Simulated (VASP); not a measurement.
**KTaO3 under changes of volume**

One of the cells (12.410 Å³/atom); the others are scaled copies at fixed shape and fractional positions:

```xyz
5
Lattice="3.9589 0.0000 0.0000 0.0000 3.9589 0.0000 0.0000 0.0000 3.9589" Properties=species:S:1:pos:R:3 pbc="T T T"
Ta    0.0000    0.0000    0.0000
K     1.9795    1.9795    1.9795
O     0.0000    0.0000    1.9795
O     0.0000    1.9795    0.0000
O     1.9795    0.0000    0.0000
```

* Program: VASP 6.6.1
* Functional: LDA
* Potentials or basis: VASP PAW LDA potentials, release 64 (Ta_pv, K_sv, O)
* Cutoff: 520 eV
* k mesh: 6 × 6 × 6
* Occupations: gaussian, width 0.02 eV
* Spin: no spin polarisation

| volume (Å³/atom) | energy over the lowest point (meV/atom) | pressure (GPa) | gap on the mesh (eV) |
| --- | --- | --- | --- |
| 11.913 | 15.82 | 10.0 | 2.14 |
| 12.162 | ? | ? | ? |
| 12.410 | 0.00 | 0.2 | 2.06 |
| 12.658 | 2.70 | -4.0 | 2.02 |
| 12.906 | 11.47 | -7.7 | 1.99 |

What does the run at 12.162 Å³/atom give?

Energy over the lowest point 4.15 meV/atom; pressure 4.8 GPa; gap on the mesh 2.10 eV.

Worked out: A Birch-Murnaghan fit of order 2 (a polynomial in V^(-2/3)) to the other rows has its minimum at 12.43 Å³/atom with B0 = V·E''(V) = 217 GPa. It gives 4.14 meV/atom at 12.162 Å³/atom, against the run's 4.15, and -dE/dV = 5.0 GPa, against 4.8. A straight line through the other rows of the gap, of slope -1.9 eV per unit of ln V, gives 2.10 eV, against the run's 2.10.

Energies are extrapolated to zero smearing.

Caveats: spin-orbit coupling is left out, which moves the levels of the heavy elements.

A mesh can miss the band edges.
